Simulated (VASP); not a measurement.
# Bi (Im-3m) in VASP: further runs

The runs below take Bi through single point, with BLYP.

Program: VASP 6.6.1. These are calculated values, not measurements. Logs are shortened: lines on timing, memory, paths and dates and some standing lists are left out, and cuts for length are marked.

**1. The structure**

Symmetry: Im-3m, No. 229, cubic system. The conventional cell has a = 4.096 Å, b = 4.096 Å, c = 4.096 Å, α = 90.00°, β = 90.00°, γ = 90.00°. Around Bi (site symmetry m-3m) lie 8 Bi at 3.55 Å.

This isn't the form of Bi at room conditions, which is rhombohedral.

**2. Single point, BLYP**

Input file INCAR:

```
  AGGAC = 1.0
  AGGAX = 1.0
  ALDAC = 0.0
  ALDAX = 1.0
  ALGO = Normal
  EDIFF = 1E-7
  ENCUT = 520
  GGA = B5
  ISIF = 2
  ISMEAR = -1
  LASPH = True
  LCHARG = False
  LREAL = False
  LWAVE = False
  NBANDS = 14
  NELM = 80
  PREC = Accurate
  SIGMA = 0.1
```

Input file KPOINTS:

```
k-points
0
Gamma
  18 18 18
```

Input file POSCAR:

```
Bi
1.0
   -2.0479336068      2.0479336068      2.0479336068
    2.0479336068     -2.0479336068      2.0479336068
    2.0479336068      2.0479336068     -2.0479336068
Bi
1
Direct
    0.0000000000      0.0000000000      0.0000000000
```

Potentials or basis: VASP PAW PBE potentials, release 64 (Bi_d).

Started as:

```
$ cat potpaw_PBE.64/Bi_d/POTCAR > POTCAR
$ mpirun -np 1 vasp_std > vasp.out
```

OUTCAR:

```text
EDIFF = 1E-7
   ENCUT = 520
   GGA = B5
   ISIF = 2
   ISMEAR = -1
   LASPH = True
   LREAL = False
   NELM = 80
   PREC = Accurate

 ion  position               nearest neighbor table
   1  0.000  0.000  0.000-

  LATTYP: Found a body centered cubic cell.
 ALAT       =     4.0958672136

  Lattice vectors:

 A1 = (  -2.0479336068,   2.0479336068,   2.0479336068)
 A2 = (   2.0479336068,  -2.0479336068,   2.0479336068)
 A3 = (   2.0479336068,   2.0479336068,  -2.0479336068)

Analysis of symmetry for initial positions (statically):
=====================================================================
 Subroutine PRICEL returns:
 Original cell was already a primitive cell.

 Routine SETGRP: Setting up the symmetry group for a
 body centered cubic supercell.

 Subroutine GETGRP returns: Found 48 space group operations
 (whereof 48 operations were pure point group operations)
 out of a pool of 48 trial point group operations.

The static configuration has the point symmetry O_h .

Analysis of symmetry for dynamics (positions and initial velocities):
=====================================================================
 Subroutine PRICEL returns:
 Original cell was already a primitive cell.

 Routine SETGRP: Setting up the symmetry group for a
 body centered cubic supercell.

 Subroutine GETGRP returns: Found 48 space group operations
 (whereof 48 operations were pure point group operations)
 out of a pool of 48 trial point group operations.

The dynamic configuration has the point symmetry O_h .

 Subroutine INISYM returns: Found 48 space group operations
 (whereof 48 operations are pure point group operations),
 and found     1 'primitive' translations

----------------------------------------------------------------------------------------

                                     Primitive cell

  volume of cell :      34.3564

  direct lattice vectors                    reciprocal lattice vectors
    -2.047933607  2.047933607  2.047933607     0.000000000  0.244148540  0.244148540
     2.047933607 -2.047933607  2.047933607     0.244148540  0.000000000  0.244148540
     2.047933607  2.047933607 -2.047933607     0.244148540  0.244148540  0.000000000

  length of vectors
     3.547125058  3.547125058  3.547125058     0.345278176  0.345278176  0.345278176

  position of ions in fractional coordinates (direct lattice)
     0.000000000  0.000000000  0.000000000

  ion indices of the primitive-cell ions
   primitive index   ion index
                 1           1

----------------------------------------------------------------------------------------

 KPOINTS: k-points

Automatic generation of k-mesh.
 Grid dimensions read from file:
 generate k-points for:   18   18   18

 Generating k-lattice:

  Cartesian coordinates                     Fractional coordinates (reciprocal lattice)
     0.000000000  0.013563808  0.013563808     0.055555556  0.000000000  0.000000000
     0.013563808  0.000000000  0.013563808     0.000000000  0.055555556  0.000000000
     0.013563808  0.013563808  0.000000000     0.000000000  0.000000000  0.055555556

  Length of vectors
     0.019182121  0.019182121  0.019182121

  Shift w.r.t. Gamma in fractional coordinates (k-lattice)
     0.000000000  0.000000000  0.000000000

 Subroutine IBZKPT returns following result:
 ===========================================

 Found    195 irreducible k-points:

 Following reciprocal coordinates:
            Coordinates               Weight
  0.000000  0.000000  0.000000      1.000000
  0.055556  0.000000  0.000000     12.000000
  0.111111  0.000000  0.000000     12.000000
  0.166667  0.000000  0.000000     12.000000
  0.222222  0.000000  0.000000     12.000000
  0.277778  0.000000  0.000000     12.000000
[... 16 lines left out ...]
  0.333333  0.111111  0.000000     48.000000
  0.388889  0.111111  0.000000     48.000000
 [... further k-points ...]
   k-points           NKPTS =    195   k-points in BZ     NKDIM =    195   number of bands    NBANDS=     14
   number of dos      NEDOS =    301   number of ions     NIONS =      1
   total plane-waves  NPLWV =  21952
   dimension x,y,z NGX =    28 NGY =   28 NGZ =   28
   dimension x,y,z NGXF=    56 NGYF=   56 NGZF=   56
   ions per type =               1
   NGX,Y,Z   is equivalent  to a cutoff of  13.12, 13.12, 13.12 a.u.
   NGXF,Y,Z  is equivalent  to a cutoff of  26.25, 26.25, 26.25 a.u.
 SYSTEM =  unknown system
   PREC   = accura    normal or accurate (medium, high low for compatibility)
   ISTART =      0    job   : 0-new  1-cont  2-samecut
   ICHARG =      2    charge: 1-file 2-atom 10-const
   ISPIN  =      1    spin polarized calculation?
   LNONCOLLINEAR =      F non collinear calculations
   LSORBIT =      F    spin-orbit coupling
   LASPH  =      T    aspherical Exc in radial PAW
   ENCUT  =  520.0 eV  38.22 Ry    6.18 a.u.   6.60  6.60  6.60*2*pi/ulx,y,z
   NELM   =     80;   NELMIN=  2; NELMDL= -5     # of ELM steps
   EDIFF  = 0.1E-06   stopping-criterion for ELM
   LREAL  =      F    real-space projection
   EDIFFG = 0.1E-05   stopping-criterion for IOM
   NSW    =      0    number of steps for IOM
   IBRION =     -1    ionic relax: 0-MD 1-quasi-New 2-CG
   NFREE  =      0    steps in history (QN), initial steepest desc. (CG)
   ISIF   =      2    stress and relaxation
   ISYM   =      2    0-nonsym 1-usesym 2-fastsym
   POTIM  = 0.5000    time-step for ionic-motion
   TEBEG  =    0.0;   TEEND  =   0.0 temperature during run
   PSTRESS=    0.0 pullay stress
   NELECT =      15.0000    total number of electrons
   NUPDOWN=      -1.0000    fix difference up-down
   EMIN   =  10.00;   EMAX   =-10.00  energy-range for DOS
   EFERMI =   0.00;   METHOD = LEGACY
   ISMEAR =    -1;   SIGMA  =   0.10  broadening in eV -4-tet -1-fermi 0-gaus
   EFERMI_NEDOS =   21; number of points for ismear=-14 and -15
   IALGO  =     38    algorithm
   IMIX   =      4    mixing-type and parameters
     AMIX     =   0.40;   BMIX     =  1.00
     AMIX_MAG =   1.60;   BMIX_MAG =  1.00
  volume/ion in A,a.u.               =      34.36       231.85
  Fermi-wavevector in a.u.,A,eV,Ry     =   1.241946  2.346938 20.986032  1.542430
  Thomas-Fermi vector in A             =   2.376322
   LORBIT       =      0    0 simple, 1 ext, 2 COOP (PROOUT), +10 PAW based schemes
   GGA     = B5    functional components
   LHFCALC =     F    Hartree Fock is set to
   AEXX    =    0.0000 exact exchange contribution
   IVDW    =     0    specifies the selected vdW correction
   LEPSILON=     F    determine dielectric tensor
   LRPA    =     F    only Hartree local field effects (RPA)
 non-spin polarized calculation
  energy-cutoff  :      520.00
  volume of cell :       34.36
 maximum number of plane-waves:       947
   NGX = 13   NGY = 13   NGZ = 13

 number of electron      15.0000000 magnetization

 Free energy of the ion-electron system (eV)
  ---------------------------------------------------
  ext. energy  EPLUGINS =         0.00000000
  ---------------------------------------------------
  free energy    TOTEN  =        -2.98232562 eV

  energy without entropy =       -2.95672470  energy(sigma->0) =       -2.96952516

 E-fermi :   7.1948     XC(G=0):  -9.2152

 val. band max:        7.1929263780   @ k =  -0.3889   0.4444   0.2778
 cond. band min:       7.1969146150   @ k =   0.5000   0.5000   0.2778
 fundamental gap:      0.0039882369
 Fermi energy:         7.1948174216

 k-point     1 :       0.0000    0.0000    0.0000
  band No.  band energies     occupation
      1     -15.6835      2.00000
      2     -15.6835      2.00000
      3     -15.6835      2.00000
      4     -15.5877      2.00000
      5     -15.5877      2.00000
      6      -5.7038      2.00000
      7      11.4798      0.00000
      8      11.4798      0.00000
      9      11.4798      0.00000
     10      15.5719      0.00000
     11      17.9224      0.00000
     12      17.9224      0.00000
     13      17.9224      0.00000
     14      18.3671      0.00000

 k-point     2 :       0.0556    0.0000    0.0000
  band No.  band energies     occupation
      1     -15.6844      2.00000
      2     -15.6819      2.00000
      3     -15.6789      2.00000
      4     -15.5887      2.00000
      5     -15.5879      2.00000
      6      -5.6550      2.00000
      7      10.9467      0.00000
      8      11.3369      0.00000
      9      11.4457      0.00000
     10      15.9648      0.00000
     11      17.2184      0.00000
     12      17.3879      0.00000
     13      17.8030      0.00000
     14      18.5854      0.00000

 k-point     3 :       0.1111    0.0000    0.0000
  band No.  band energies     occupation
      1     -15.6867      2.00000
      2     -15.6774      2.00000
      3     -15.6656      2.00000
      4     -15.5915      2.00000
      5     -15.5885      2.00000
      6      -5.5098      2.00000
      7       9.7795      0.00000
      8      10.9625      0.00000
      9      11.3459      0.00000
     10      15.9418      0.00000
     11      16.7690      0.00000
     12      17.2612      0.00000
     13      17.6182      0.00000
     14      19.1847      0.00000
[... 324 lines left out ...]
 k-point    23 :       0.3333    0.1111    0.0000
  band No.  band energies     occupation
      1     -15.6999      2.00000
      2     -15.6548      2.00000
      3     -15.5989      2.00000
      4     -15.5951      2.00000
      5     -15.5498      2.00000
      6      -3.6003      2.00000
      7       3.7830      2.00000
      8       7.9062      0.00163
      9       9.9148      0.00000
     10      14.1767      0.00000
     11      16.0150      0.00000
     12      17.9689      0.00000
     13      20.5412      0.00000
     14      23.1231      0.00000

 k-point    24 :       0.3889    0.1111    0.0000
  band No.  band energies     occupation
      1     -15.7020      2.00000
      2     -15.6548      2.00000
      3     -15.5970      2.00000
      4     -15.5947      2.00000
      5     -15.5387      2.00000
      6      -3.2852      2.00000
      7       3.1801      2.00000
      8       7.6889      0.01419
      9       9.8079      0.00000
     10      14.0273      0.00000
     11      15.9576      0.00000
     12      18.4424      0.00000
     13      20.2129      0.00000
     14      23.2971      0.00000

 [... further k-points ...]
[... 5 lines left out ...]
  --------------------------------------------------------------------------------------
  -------------------------------------------------------------------------------------
  Total        0.0086524      0.0086524      0.0086524      0.0000000     -0.0000000      0.0000000
  in kB        0.4034953      0.4034953      0.4034953      0.0000000     -0.0000000      0.0000000
  external PRESSURE =       0.4034953 kB  Pullay stress =       0.0000000 kB

 VOLUME and BASIS-vectors are now :
 -----------------------------------------------------------------------------
  energy-cutoff  :      520.00
  volume of cell :       34.36
      direct lattice vectors                 reciprocal lattice vectors
    -2.047933607  2.047933607  2.047933607     0.000000000  0.244148540  0.244148540
     2.047933607 -2.047933607  2.047933607     0.244148540  0.000000000  0.244148540
     2.047933607  2.047933607 -2.047933607     0.244148540  0.244148540  0.000000000

 POSITION                                       TOTAL-FORCE (eV/Angst)
 -----------------------------------------------------------------------------------
      0.00000      0.00000      0.00000         0.000000      0.000000      0.000000
 -----------------------------------------------------------------------------------
    total drift:                               -0.000000     -0.000000     -0.000000

  FREE ENERGIE OF THE ION-ELECTRON SYSTEM (eV)
  ---------------------------------------------------
  free  energy   TOTEN  =        -2.9823256151 eV

  energy  without entropy=       -2.9567246961  energy(sigma->0) =       -2.96952516
```

Wall time 68 s (1 thread of Intel Xeon Platinum 8259CL at 2.50GHz (Skylake/Cascade Lake), shared host); peak memory 0.22 GiB.

Results:

- Free energy: -2.9823 eV
- Pressure: 0.0 GPa
- Band gap on the k mesh: none (metal or under the smearing width)

Levels at points of the mesh, in eV from the Fermi level:
| k point | band 5 | band 6 | band 7 | band 8 | band 9 | band 10 |
| --- | --- | --- | --- | --- | --- | --- |
| (0.00, 0.00, 0.00) | -22.78 | -12.90 | 4.28 | 4.28 | 4.28 | 8.38 |
| (0.50, 0.00, 0.00) | -22.72 | -10.44 | -4.42 | 1.30 | 3.13 | 5.99 |
| (0.50, 0.50, 0.50) | -22.74 | -8.76 | -1.61 | -1.61 | -1.61 | 4.00 |

Caveat: the PAW data sets were made with another functional, which shifts forces and pressure a little; spin-orbit coupling is left out, which moves the levels of the heavy elements.

**3. Single point, BLYP**

This run uses another cell than the first one, of 31.61 Å³/atom, 0.920 times its volume.

Input file INCAR:

```
PREC = Accurate ; ENCUT = 520
EDIFF = 1E-6 ; ISMEAR = -1
SIGMA = 0.1 ; LREAL = F
LASPH = T ; NELM = 80
ALGO = Normal ; ISIF = 2
LWAVE = F ; LCHARG = F
GGA = B5 ; ALDAX = 1.0
AGGAX = 1.0 ; AGGAC = 1.0
ALDAC = 0.0 ; NBANDS = 14
```

Input file KPOINTS:

```
regular mesh
0
Gamma
  12 12 12
```

Input file POSCAR:

```
Bi
1.0
   -1.9917973428      1.9917973428      1.9917973428
    1.9917973428     -1.9917973428      1.9917973428
    1.9917973428      1.9917973428     -1.9917973428
Bi
1
Direct
    0.0000000000      0.0000000000      0.0000000000
```

Potentials or basis: VASP PAW PBE potentials, release 64 (Bi_d).

Started as:

```
$ cat potpaw_PBE.64/Bi_d/POTCAR > POTCAR
$ mpirun -np 1 vasp_std > vasp.out
```

Run time: 35 s. Hardware: 1 thread of Intel Xeon Platinum 8259CL at 2.50GHz (Skylake/Cascade Lake), shared host; peak memory 0.17 GiB.

It converged, with:

```
Free energy            : -2.9508 eV
Pressure               : 4.0 GPa
Band gap on the k mesh : none (metal or under the smearing width)
```

Levels at points of the mesh, in eV from the Fermi level:
```
           k point  band 4  band 5  band 6  band 7  band 8  band 9  band 10  band 11
(0.00, 0.00, 0.00)  -22.87  -22.87  -13.47    4.80    4.80    4.80     9.32    10.71
(0.50, 0.00, 0.00)  -22.88  -22.79  -10.58   -4.92    1.40    3.34     6.21     7.72
(0.50, 0.50, 0.50)  -22.81  -22.81   -8.58   -1.82   -1.82   -1.82     3.87     3.87
```

Caveat: the PAW data sets were made with another functional, which shifts forces and pressure a little; spin-orbit coupling is left out, which moves the levels of the heavy elements.
